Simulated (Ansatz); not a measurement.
Runs of Ansatz 0.2.0 on Tl. Symmetry: P6_3/mmc, No. 194, hexagonal system. Conventional cell: a = 3.456 Å, b = 3.456 Å, c = 5.525 Å, α = 90.00°, β = 90.00°, γ = 120.00°. Tl (site symmetry -6m2) has 12 Tl at 3.41 to 3.46 Å as nearest neighbours. 

```tsv
task	potentials or basis	spin	cell	cutoff (eV)	pressure (GPa)	relaxed volume (Å³/atom)
band structure	all-electron LAPW, scalar-relativistic	off	as given	167	-1.7	-
band structure	all-electron LAPW, relativistic spinors	SOC, no magnetisation	as given	167	-2.3	-
relaxation of cell and atoms	all-electron LAPW, scalar-relativistic	off	relaxed	-	0.0	27.24
relaxation of cell and atoms	all-electron LAPW, relativistic spinors	SOC, no magnetisation	relaxed	-	0.0	(a)
```

Alike in all rows: level LDA; k mesh 7 × 7 × 4; smearing fermi-dirac 0.05 eV; basis error allowed 0.001 eV/atom.

Problem. Fill in the values left out.

Solution. (a) 26.87.

Caveats: the k mesh is thin for a metal, which can move the energy by tens of meV per atom.
